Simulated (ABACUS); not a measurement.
# BN: equation of state with PBE

**Experimental background.**

“Effect of nanostructuration on compressibility of cubic BN”, 2012, arxiv:1208.3664 quotes, for a bulk crystal of BN at 300 K: bulk modulus 395 ± 2 GPa.

BN:

```
N B
1.0
     0.00000    1.81300    1.81300
     1.81300    0.00000    1.81300
     1.81300    1.81300    0.00000
N B
1 1
Direct
  0.25000 0.25000 0.25000
  0.00000 0.00000 0.00000
```

The cell is a database's computed one.

* Program: ABACUS 3.10.1
* Task: equation of state
* Functional: PBE
* Potentials or basis: PseudoDojo NC SR 0.4.1 PBE standard
* Cutoff: 1361 eV
* Density cutoff: 5442 eV
* Basis: DZP LCAO (the cutoffs set its grid)
* k mesh: 13 × 13 × 13
* Occupations: fermi-dirac, width 0.05 eV
* Spin: no spin polarisation
* Orbital files: N N_confined-atom_6au_2s2p1d.orb, B B_confined-atom_7au_2s2p1d.orb
* Radial cutoff of the potentials (pseudo_rcut): 10 bohr
* SCF threshold on the density: 1e-07
* Max SCF steps: 100
* Eigensolver: genelpa
* Mixing: broyden
* Mixing share: 0.7
* Symmetry key: 1
* Bands: 8

```yaml
Equilibrium_volume: 5.96 Å³/atom
Bulk_modulus: 370 GPa
Pressure_derivative_of_the_bulk_modulus: 3.8
```

Energy against volume, from the lowest point:
| volume (Å³/atom) | energy (meV/atom) |
| --- | --- |
| 5.602 | 28.04 |
| 5.721 | 12.22 |
| 5.840 | 3.07 |
| 5.959 | 0.00 |
| 6.078 | 2.45 |
| 6.198 | 9.92 |
| 6.317 | 21.95 |

All runs of the series together: 26 s on 4 threads of INTEL(R) XEON(R) PLATINUM 8581C CPU @ 2.10GHz (Emerald Rapids), on a shared host.

Measured bulk modulus of BN: 395 GPa (300 K; quoted in “Effect of nanostructuration on compressibility of cubic BN”, 2012, arxiv:1208.3664). This calculation gives 370 GPa (-6.4 %). The fit is for a static lattice scaled at fixed shape and fixed fractional positions.

Caveat: the atomic orbitals were generated for these runs and aren't a published set; the basis of atomic orbitals isn't converged, which shifts pressures, moduli and gaps.
